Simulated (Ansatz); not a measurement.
A calculation with Ansatz 0.2.0 of Cr (ASE script, structure from a POSCAR):

The input run.py:

```python
import json

import ase.io
import numpy as np
from ase.calculators.calculator import CalculationFailed, Calculator
from ase.stress import full_3x3_to_voigt_6_stress
from ase.units import GPa

import ansatz as az

class AnsatzCalculator(Calculator):
    implemented_properties = ["energy", "free_energy", "forces", "stress", "magmom"]

    def calculate(self, atoms, properties, system_changes):
        super().calculate(atoms, properties, system_changes)
        structure = atoms.copy()
        structure.set_constraint()
        structure.set_momenta(None)
        structure.set_masses(None)
        outcome = (
            az.Crystal.from_ase(structure)
            .calculation()
            .basis(xc_grid=2)
            .kpoints(12, 12, 12)
            .functional("pbesol")
            .pseudopotentials(kind="paw", partial_waves="polarizable")
            .hubbard(double_counting="fll")
            .hubbard("Cr", "d", u_eff=3.5)
            .spin("collinear")
            .scf(tolerance=2e-10)
            .occupations(method="methfessel_paxton", width=0.15)
            .forces()
            .stress()
            .run(threads=2)
        )
        if not outcome.report["converged"]:
            raise CalculationFailed("SCF not converged")
        report = outcome.report
        self.results = {
            "free_energy": report["lagrangian_ev"],
            "energy": report["lagrangian_ev"],
            "forces": np.array(report["forces_ev_ang"]),
            "stress": -GPa * full_3x3_to_voigt_6_stress(report["stress_gpa"]),
            "magmom": report["magnetization_mub"],
        }

np.set_printoptions(precision=5, suppress=True, linewidth=110)
atoms = ase.io.read("POSCAR", format="vasp")
atoms.set_initial_magnetic_moments([1.86])
atoms.calc = AnsatzCalculator()
print(f"free energy {atoms.get_potential_energy():.6f} eV")
print("forces (eV/A)", atoms.get_forces(), sep="\n")
print("stress (GPa, Voigt, tension positive)", atoms.get_stress() / GPa, sep="\n")
print(f"moment {atoms.get_magnetic_moment():.4f} muB")
```

Contents of POSCAR:

```
Cr
1.0
   -1.4844496776      1.4844496776      1.4844496776
    1.4844496776     -1.4844496776      1.4844496776
    1.4844496776      1.4844496776     -1.4844496776
Cr
1
Direct
    0.0000000000      0.0000000000      0.0000000000
```

Potentials or basis: Ansatz PAW polarizable.

Command:

```sh
$ python run.py
```

Problem. Write the same calculation in another form: native input, structure typed inline.

Solution. As run:

Contents of input.yaml:

```yaml
crystal:
  lattice:
    - [-1.4844496776, 1.4844496776, 1.4844496776]
    - [1.4844496776, -1.4844496776, 1.4844496776]
    - [1.4844496776, 1.4844496776, -1.4844496776]
  atoms:
    - { symbol: Cr, position: [0.0, 0.0, 0.0], spin: 1.86 }
hamiltonian:
  xc: pbesol
  pseudopotentials: { kind: paw, partial_waves: polarizable }
  hubbard: { sites: [{ species: Cr, l: d, u_eff: 3.5 }], double_counting: fll }
magnetization:
  spin_polarized: true
kpoints:
  mp_grid: { grid: [12, 12, 12] }
scf:
  occupations: { method: methfessel_paxton, width: 0.15 }
output:
  forces: true
  stress: true
  eigenvalues: true
```

Potentials or basis: Ansatz PAW polarizable.

Launch:

```console
$ ansatz run input.yaml --threads 2 --pin off --max-ram 5120MiB --backend cpu --events-out ev --progress --plain --runs-dir out
```

Both were run:

|  | ASE script, structure from a POSCAR | native input, structure typed inline |
| --- | --- | --- |
| Pressure | 56.6 GPa | 56.6 GPa |
| Net moment | 4.12 μB per cell | 4.12 μB per cell |
| Absolute moment | 4.12 μB per cell | 4.12 μB per cell |
| Site moments | Cr +3.62 μB | Cr +3.62 μB |

Keys that steer only the numerical path or the files written may differ.

Caveat: the magnetic or orbital state may not be the lowest; a pressure of tens of GPa on the cell as given is suspect, and the run, the potentials or the cell itself is likely at fault; the PAW data sets come from PBE, with cores solved anew for the run's functional, which leaves a small shift of forces and pressure; the U is typed as a test and isn't derived for this compound.
